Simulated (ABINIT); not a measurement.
The system is CdS (Hawleyite).

```
CELL_PARAMETERS angstrom
0.00000 2.91650 2.91650
2.91650 0.00000 2.91650
2.91650 2.91650 0.00000
ATOMIC_POSITIONS crystal
Cd 0.00000 0.00000 0.00000
S 0.75000 0.75000 0.75000
```

Base run:

| Property | Result |
| --- | --- |
| Program | ABINIT 10.8.3 (patched build) |
| Functional | PBE |
| Potentials or basis | SG15 NC PBE v1.2 |
| Cutoff | 599 eV |
| k mesh | 6 × 6 × 6 |
| Occupations | fixed |
| Spin | no spin polarisation |

Its results: band gap on the k mesh 1.15 eV, direct; pressure 3.1 GPa.

The run is repeated on the same cell with these changes: functional from PBE to PBE0. What comes out?

Band gap on the k mesh 2.70 eV, direct; pressure 1.1 GPa.

PBE0 gives the wider gap, since exact exchange removes part of the self-interaction.

Caveats: the potentials were made for another functional, which shifts forces and pressure (some runs).

A k mesh can miss the band edges.

Not every run made on this cell is shown here.
